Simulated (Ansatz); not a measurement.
**Ag: single point with PBE**

Crystal: Ag.

```
CELL_PARAMETERS angstrom
-1.72188 1.72188 1.65565
1.72188 -1.72188 1.65565
1.72188 1.72188 -1.65565
ATOMIC_POSITIONS crystal
Ag 0.00000 0.00000 0.00000
```

The cell isn't the ideal one: strain = 0.04.

```
Program             : Ansatz 0.2.0
Task                : single point
Functional          : PBE
Potentials or basis : all-electron LAPW, scalar-relativistic
Cutoff              : 230 eV (chosen from the basis error)
Basis error allowed : 0.001 eV/atom
k mesh              : 11 × 11 × 11
Occupations         : fermi-dirac, width 0.05 eV
Spin                : no spin polarisation
```

| Item | Value |
| --- | --- |
| Pressure | -6.2 GPa |
| Band gap on the k mesh | none (metal or under the smearing width) |

Stress tensor (GPa, compression positive):
```
-5.95  0.00  0.00
 0.00 -5.95  0.00
 0.00  0.00 -6.62
```

Levels at points of the mesh, in eV from the Fermi level:
```
           k point  band 7  band 8  band 9  band 10  band 11  band 12  band 13  band 14
(0.00, 0.00, 0.00)   -4.40   -4.40   -3.49    -3.32    17.04    17.04    17.70    21.39
```

It took 7.7 s on 1 thread of Arm Neoverse V1, with other jobs on the host, peak memory 0.27 GiB.
